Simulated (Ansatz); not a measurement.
La:

```xyz
2
Lattice="3.7500 0.0000 0.0000 -1.8750 3.2476 0.0000 0.0000 0.0000 6.0700" Properties=species:S:1:pos:R:3 pbc="T T T"
La    1.8750    1.0825    4.5525
La    0.0000    2.1651    1.5175
```

This isn't the form of La at room conditions, which is double hcp.

```yaml
Program: Ansatz 0.2.0
Task: relaxation of cell and atoms
Functional: PBEsol
Potentials_or_basis: Ansatz PAW
Cutoff: "420 eV (not typed: the program's choice for these potentials)"
k_mesh: 8 × 8 × 5
Occupations: fermi-dirac, width 0.05 eV
Spin: no spin polarisation
```

At the start: volume 36.96 Å³/atom.

Question: Where does the relaxation end?

Answer: It ends after 4 steps and the volume is 34.77 Å³/atom (-5.9 %); space group P6_3/mmc (No. 194, to 0.05 Å).

The path:
```
step  energy change (eV)  largest force (eV/Å)  volume (Å³)
   1              0.0000                0.0000        73.92
   2             -0.0182                0.0000        71.08
   3             -0.0209                0.0000        69.54
   4             -0.0209                0.0000        69.54
```

Final structure:
```
La
1.0
     3.68089    0.00000    0.00000
    -1.84044    3.18774    0.00000
     0.00000    0.00000    5.92612
La
2
Direct
  0.66667 0.33333 0.75000
  0.33333 0.66667 0.25000
```

Caveat: the plane-wave basis is chosen anew once the cell has moved, so the energies of steps on either side of that aren't comparable; the PAW data sets come from PBE, with cores solved anew for the run's functional, which leaves a small shift of forces and pressure.
